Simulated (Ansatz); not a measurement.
TiSe:

```
Se Ti
1.0
     4.17836    0.00000    0.00000
     0.00000    4.17836    0.00000
     0.00000    0.00000    5.98442
Se Ti
2 2
Direct
  0.00000 0.50000 0.76056
  0.50000 0.00000 0.23944
  0.00000 0.00000 0.00000
  0.50000 0.50000 0.00000
```

The cell comes from a database or a generator and needn't be the stable form of this composition.

| Property | Result |
| --- | --- |
| Program | Ansatz 0.2.0 |
| Task | relaxation of cell and atoms |
| Functional | r2SCAN |
| Potentials or basis | Ansatz PAW |
| Cutoff | 500 eV (not typed: the program's choice for these potentials) |
| k mesh | 7 × 7 × 5 |
| Occupations | fermi-dirac, width 0.05 eV |
| Spin | no spin polarisation |
| Hubbard terms | Ti d U = 8 eV |

At the start: volume 26.12 Å³/atom.

Task: How do energy, volume and symmetry change on relaxing?

Result: It ends after 14 steps and the volume is 25.89 Å³/atom (-0.9 %); space group P4/nmm (No. 129, to 0.05 Å).

The path:
| step | energy change (eV) | largest force (eV/Å) | volume (Å³) |
| --- | --- | --- | --- |
| 1 | 0.0000 | 2.7307 | 104.48 |
| 2 | -1.2857 | 0.4114 | 116.40 |
| 3 | -1.5558 | 0.2512 | 126.98 |
| 4 | -1.6340 | 0.0342 | 129.40 |
| 5 | -1.6747 | 0.0477 | 124.98 |
| 6 | -1.7147 | 0.0743 | 119.86 |
| 7 | -1.7535 | 0.1000 | 114.76 |
| 8 | -1.7886 | 0.0926 | 109.63 |
| 9 | -1.8079 | 0.0680 | 105.37 |
| 10 | -1.8117 | 0.0150 | 103.90 |
| 11 | -1.8118 | 0.0049 | 103.73 |
| 12 | -1.8154 | 0.0049 | 103.73 |
| 13 | -1.8155 | 0.0006 | 103.57 |
| 14 | -1.8155 | 0.0006 | 103.57 |

Final structure:
```
Se Ti
1.0
     4.89588    0.00000    0.00000
     0.00000    4.89588    0.00000
     0.00000    0.00000    4.32081
Se Ti
2 2
Cartesian
  0.0000 2.4479 2.9486
  2.4479 0.0000 1.3722
  0.0000 0.0000 0.0000
  2.4479 2.4479 0.0000
```

Caveat: the electronic state changed during the relaxation; the plane-wave basis is chosen anew once the cell has moved, so the energies of steps on either side of that aren't comparable; the PAW data sets come from PBE, with cores solved anew for the run's functional, which leaves a small shift of forces and pressure.
